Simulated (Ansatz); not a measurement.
The system is CdTe.

```
Te Cd
1.0
     0.00000    3.20500    3.20500
     3.20500    0.00000    3.20500
     3.20500    3.20500    0.00000
Te Cd
1 1
Cartesian
  4.8075 4.8075 4.8075
  0.0000 0.0000 0.0000
```

- Program: Ansatz 0.2.0
- Task: relaxation of cell and atoms
- Functional: RPBE
- Dispersion: D4
- Potentials or basis: all-electron LAPW, scalar-relativistic
- Basis error allowed: 0.001 eV/atom
- k mesh: 7 × 7 × 7
- Occupations: fermi-dirac, width 0.05 eV
- Spin: no spin polarisation

At the start: volume 32.92 Å³/atom.

Task: Where does the relaxation end?

Result: Over 5 steps the energy falls by 10.8 meV/atom and the volume is 34.61 Å³/atom (+5.1 %); space group F-43m (No. 216, to 0.05 Å).

The path:
```tsv
step	energy change (eV)	largest force (eV/Å)	volume (Å³)
1	0.0000	0.0000	65.84
2	-0.0167	0.0000	70.95
3	-0.0216	0.0000	69.38
4	-0.0216	0.0000	69.21
5	-0.0216	0.0000	69.21
```

Final structure:
```cif
data_structure
_symmetry_space_group_name_H-M 'P 1'
_symmetry_Int_Tables_number 1
_cell_length_a 4.6086
_cell_length_b 4.6086
_cell_length_c 4.6086
_cell_angle_alpha 60.000
_cell_angle_beta 60.000
_cell_angle_gamma 60.000
_cell_volume 69.21
loop_
_atom_site_label
_atom_site_type_symbol
_atom_site_fract_x
_atom_site_fract_y
_atom_site_fract_z
_atom_site_occupancy
Te1 Te 0.75000 0.75000 0.75000 1
Cd1 Cd 0.00000 0.00000 0.00000 1
```
